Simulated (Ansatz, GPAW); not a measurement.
# The basis that the transmission of N2 in line between two Al chains needs, part 2 of 2

Aim: T(E), conductance and thermopower of N2 in line between two Al chains, and what cheaper settings cost in accuracy.

GPAW 26.7.0 and Ansatz 0.2.0; Ansatz plane waves; Landauer transmission by layers, zero bias (the session's first sound run).

So far, transmission at the Fermi level (one spin): step 2 (plane waves, PBE) 1.80; step 3 (GPAW, dzp, PBE, GPAW) 1.78; step 4 (GPAW, szp: basis = "szp(dzp)", PBE, GPAW) 1.69; step 5 (minimal basis, PBE, GPAW) 1.76; step 6 (RPBE in the dzp basis: xc = "RPBE") 1.79.

**8. The levels side by side**

The curves are compared point by point over the common energies.

This step: comparison of transmission and cost over codes and levels (GPAW 26.7.0).

Ladder, by row:

```csv
step,code,T at the Fermi level (sum over the listed spins),conductance (G0),r.m.s. T(E) from the first,wall time (s),peak memory (GiB),threads
pw-pbe,Ansatz,1.804,-,0,126,1.907,2
dzp,GPAW,1.776,1.772,0.09863,129.4,1.52,2
szp,GPAW,1.692,1.687,0.1609,113.9,1.49,2
sz,GPAW,1.758,1.754,0.1722,74.72,1.34,2
dzp-RPBE,GPAW,1.789,1.784,0.1272,127.7,1.51,2
```

Transmission, zone mean, sum over the listed spins against energy, zero at the Fermi level:

```csv
energy (eV),pw-pbe,dzp,szp,sz,dzp-RPBE
-2.00,0.00514,0.00574,0.00591,0.00232,0.00564
-1.85,0.00416,0.00462,0.00456,9.8e-4,0.00451
-1.70,0.00313,0.00343,0.00314,7.3e-11,0.00333
-1.50,0.00171,0.00175,0.00110,1.4e-12,0.00167
-1.35,5.9e-4,4.1e-4,7.5e-11,4.0e-13,3.6e-4
-1.20,0,1.7e-11,3.3e-12,1.8e-13,1.5e-11
-1.05,0,6.4e-12,8.0e-13,1.1e-13,6.0e-12
-0.90,0,5.4e-12,3.4e-13,8.2e-14,5.2e-12
-0.70,0,5.1e-12,1.9e-13,1.2e-12,4.9e-12
-0.55,0,1.6e-10,3.1e-7,1.2e-10,1.6e-10
-0.40,0.520,0.240,4.3e-8,0.668,0.198
-0.25,1.65,1.62,1.48,1.62,1.63
-0.10,1.79,1.76,1.68,1.75,1.77
0.00,1.80,1.78,1.69,1.76,1.79
0.10,1.77,1.76,1.66,1.74,1.77
0.25,1.68,1.68,1.56,1.67,1.70
0.40,1.58,1.59,1.43,1.58,1.61
0.55,1.50,1.51,1.33,1.51,1.53
0.70,1.44,1.45,1.27,1.91,1.48
0.90,1.78,1.42,1.51,1.63,1.44
1.05,1.47,1.65,1.38,1.58,1.82
1.20,1.39,1.53,1.32,1.57,1.58
1.35,1.35,1.47,1.28,1.56,1.50
1.50,1.32,1.44,1.26,1.56,1.46
1.70,1.30,1.41,1.24,1.58,1.43
1.85,1.29,1.41,1.24,1.60,1.42
2.00,1.28,1.41,1.25,1.63,1.42
```

**9. Temperature 30, basis szp(dzp), grid spacing 0.3**

Temperature enters only through the Fermi window. A smaller basis is cheaper in every inversion. The real-space grid carries density and potential; a coarse one breaks translation symmetry along the lead and scatters electrons that should pass.

This step: GPAW LCAO, PAW setups; Landauer transmission from Green's functions with principal layers (ASE), zero bias (GPAW 26.7.0).

The input, run.py:

```python
import json
import numpy as np
from ase import Atoms
from ase.transport.calculators import TransportCalculator
from gpaw import GPAW, FermiDirac
from gpaw.lcao.tools import get_lcao_hamiltonian
from scipy.linalg import eigh

# The junction with lead layers at both ends, along the third cell vector
device = Atoms(
    ['Al', 'Al', 'Al', 'Al', 'Al', 'Al', 'N', 'N', 'Al', 'Al', 'Al', 'Al', 'Al', 'Al'],
    positions=[
        [4.50000, 4.50000, 1.20000],
        [4.50000, 4.50000, 3.60000],
        [4.50000, 4.50000, 6.00000],
        [4.50000, 4.50000, 8.40000],
        [4.50000, 4.50000, 10.80000],
        [4.50000, 4.50000, 13.20000],
        [4.50000, 4.50000, 14.93130],
        [4.50000, 4.50000, 16.07130],
        [4.50000, 4.50000, 17.80260],
        [4.50000, 4.50000, 20.20260],
        [4.50000, 4.50000, 22.60260],
        [4.50000, 4.50000, 25.00260],
        [4.50000, 4.50000, 27.40260],
        [4.50000, 4.50000, 29.80260]],
    cell=[[9.0, 0.0, 0.0], [0.0, 9.0, 0.0], [0.0, 0.0, 31.0026]],
    pbc=True)

# One principal layer of the lead: the first 4 atoms of the device
lead = Atoms(
    ['Al', 'Al', 'Al', 'Al'],
    positions=[
        [4.50000, 4.50000, 1.20000],
        [4.50000, 4.50000, 3.60000],
        [4.50000, 4.50000, 6.00000],
        [4.50000, 4.50000, 8.40000]],
    cell=[[9.0, 0.0, 0.0], [0.0, 9.0, 0.0], [0.0, 0.0, 9.6]],
    pbc=True)

settings = dict(mode='lcao', basis='szp(dzp)', xc='PBE', h=0.3,
                occupations=FermiDirac(0.1), maxiter=250,
                mixer=dict(beta=0.1, nmaxold=8, weight=100.0),
                convergence=dict(density=0.0001))
energies = np.arange(-2, 2 + 1e-9, 0.05)
eta = 0.0001
n1, n2 = 1, 1
# k and -k transmit alike, so half of the mesh across the current serves
mesh = [(i, j) for i in range(n1) for j in range(n2) if (i, j) <= (-i % n1, -j % n2)]
weights = np.array([1 if (i, j) == (-i % n1, -j % n2) else 2 for i, j in mesh]) / (n1 * n2)

# [... helper functions left out ...]
fermi_lead = ground_state(lead, (1, 1, 12), 'lead.txt')
fermi_device = ground_state(device, (1, 1, 3), 'device.txt')
# [... loop over the mesh left out, but for ...]
        # Shift the lead onto the potential of the device's first layer
        shift = ((H[:, 0, 0] - H0[:, 0, 0]) / S0[0, 0]).real.mean()
# [...]
kT = 8.617333e-5 * 30
bias = [0.1, 0.2, 0.5, 1.0, 1.5, 2.0]
# [... integrals and printing left out ...]
```

Launch:

```sh
> OMP_NUM_THREADS=1 OPENBLAS_NUM_THREADS=2 python run.py
```

Run time: 26 s. Hardware: 2 threads of Intel Xeon Platinum 8259CL at 2.50GHz (Skylake/Cascade Lake), shared host; peak memory 0.37 GiB.

The run finished with changed settings (temperature = 30, basis = "szp(dzp)" and h = 0.3); it serves as a test.

The two runs compared:

```csv
quantity,this run,sound run,difference
conductance (G₀),1.7056,1.7719,-0.0663
largest coupling past the next principal layer (eV),1.490e-15,1.196e-15,2.9e-16
largest misfit of the first principal layer (eV),0.033162,0.034733,-0.00157
shift that aligns the lead (eV),-0.010204,-0.0088701,-0.00133
basis functions of the junction,126,182,-56
basis functions of a principal layer,36,52,-16
transmission at the Fermi level (one spin),1.7059,1.7764,-0.0705
```

**10. A second varied run**

A last run, with other settings again.

Edit run.py of step 9 so:

```diff
@@ -40,4 +40,4 @@
 
-settings = dict(mode='lcao', basis='szp(dzp)', xc='PBE', h=0.3,
-                occupations=FermiDirac(0.1), maxiter=250,
+settings = dict(mode='lcao', basis='dzp', xc='pbe96', h=0.18,
+                occupations=FermiDirac(0.1), maxiter=50,
                 mixer=dict(beta=0.1, nmaxold=8, weight=100.0),
@@ -58,3 +58,3 @@
 # [...]
-kT = 8.617333e-5 * 30
+kT = 8.617333e-5 * 300
 bias = [0.1, 0.2, 0.5, 1.0, 1.5, 2.0]
```

Wall time 0.96 s (2 threads); peak memory 0.13 GiB.

The input was rejected at the start.

The program's message: “NameError: Unknown functional: pbe96.”

The change that led to it: xc = "pbe96".

**11. What came out**

- conductance: 1.77 G₀
- transmission at the Fermi level, mean of the spins: 1.78
- thermopower: about 0 (under 1.5 μV/K)

What this shows: In the dzp basis the junction conducts 1.77 G₀ at 300 K, with T = 1.78 a spin at the Fermi level; the sz basis reaches that conductance within 10 %. Plane waves (PBE) give T = 1.80 there. At the Fermi level two eigenchannels carry the current (0.89 and 0.89). Measured against the first run (pw-pbe), the nearest curve is that of dzp (r.m.s. 0.099) and the farthest that of sz (0.17). Over the compared runs wall time goes from 75 s (sz) to 129 s (dzp), on a shared host. The geometry was built from estimated bond lengths and not relaxed, so the numbers describe this model structure. An evenly spaced straight chain is an idealisation: free chains tend to dimerise, zigzag or, where a band edge lies near the Fermi level, turn magnetic. The currents use the zero-bias T(E) throughout, which holds only while the bias is small against the distance to the nearest feature. The energy step is wider than the thermal energy, so the conductance and thermopower rest on interpolation of T(E).

[Logs are printed without paths, hosts, clocks, repeated set-up lines and the standing remarks that a program may print on its own settings, such as how far it seeks lower states.]

[Hosts, paths, dates, database ids (printed as entryN), source tags and the programs' standing remarks are cut or masked in the printed files.]
